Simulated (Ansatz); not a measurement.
## Ca: from a guess to a relaxed structure

Theory: DFT PBE, scalar-relativistic, plane waves, PAW in Ansatz. Cutoff 420 eV, Gaussian smearing, Γ-centred meshes. Cell and atoms relax first on a coarse mesh and then on a finer one. In between, the cell is made exact in the group found at 0.06 Å. In metals the finer mesh still leaves noise of several meV/atom or more. The steps can't lower the symmetry of their start. No spin polarisation.

The guess for Ca was made by a generator: random cell by space group and Wyckoff sites (P4/nmm, No. 129). The dimensions are guesses.

```yaml
crystal:
  lattice:
    - [4.82321, 0.00000, 0.00000]
    - [0.00000, 4.82321, 0.00000]
    - [0.00000, 0.00000, 4.38490]
  atoms:
    - { symbol: Ca, position: [0.50000, 0.00000, 0.34850] }
    - { symbol: Ca, position: [0.00000, 0.50000, 0.65150] }
```

Energies count from the standard state of Ca at the same level.

**Question.** Where does the relaxation end?

**Answer.** The symmetry goes from P4/nmm (No. 129) to I4/mmm (No. 139), and the primitive cell from 2 to 1 atom. The volume per atom shrinks by 17.5 %, from 51.0 to 42.1 Å³. The shortest distance goes from 3.66 Å (Ca–Ca) to 3.80 Å (Ca–Ca). The energy falls by about 0.27 eV/atom (the start's value is from the coarse mesh). The end is written in a standard setting, so origin, axes and order of atoms can differ from the start's. Conventional cell: a = 4.488 Å, c = 4.180 Å. Ca has 8 Ca at 3.80 Å, 2 Ca at 4.18 Å and 4 Ca at 4.49 Å.

```cif
data_structure
_symmetry_space_group_name_H-M 'I4/mmm'
_symmetry_Int_Tables_number 139
_cell_length_a 4.4876
_cell_length_b 4.4876
_cell_length_c 4.1797
_cell_angle_alpha 90.000
_cell_angle_beta 90.000
_cell_angle_gamma 90.000
_cell_volume 84.17
loop_
_atom_site_label
_atom_site_type_symbol
_atom_site_symmetry_multiplicity
_atom_site_Wyckoff_symbol
_atom_site_fract_x
_atom_site_fract_y
_atom_site_fract_z
_atom_site_occupancy
Ca1 Ca 2 a 0.00000 0.00000 0.00000 1
```

**Question.** Give its energy and gap.

**Answer.** The energy over the standard state is +0.02 eV/atom. The gap on the 18×18×18 mesh of the 1-atom cell is 0 eV (a metal).

So it is a metastable form at best.

The last run used Gaussian smearing of 0.10 eV. The k mesh leaves some 4 meV/atom of noise in the energy of each metallic cell. Symmetry constrained the relaxation, so the result can be a saddle point.
